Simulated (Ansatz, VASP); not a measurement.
## HfC in VASP and in Ansatz

```
CELL_PARAMETERS angstrom
0.00000 2.30225 2.30225
2.30225 0.00000 2.30225
2.30225 2.30225 0.00000
ATOMIC_POSITIONS crystal
Hf 0.50000 0.50000 0.50000
C 0.00000 0.00000 0.00000
```

Alike in both runs: task single point; functional PBE; k mesh 16 × 16 × 16; occupations gaussian, width 0.1 eV; no spin polarisation.

|  | VASP | Ansatz |
| --- | --- | --- |
| version | VASP 6.6.1 | Ansatz 0.2.0 |
| potentials or method | VASP PAW PBE potentials, release 64 (Hf_pv, C) | scalar-relativistic, plane waves, PAW |
| plane-wave cutoff (eV) | 520 | 420 |
| valence electrons in the cell | 14 | 30 |

|  | VASP | Ansatz | Ansatz less VASP |
| --- | --- | --- | --- |
| gap on the k mesh at the Fermi level (eV) | none | none | - |
| pressure (GPa) | 7.0 | 7.6 | +0.55 |

A gap of «none» marks a metal or a gap that the smearing closes. The two sets of potentials don't hold the same shells in valence.

Spin-orbit coupling is left out, which matters for the levels of Hf.
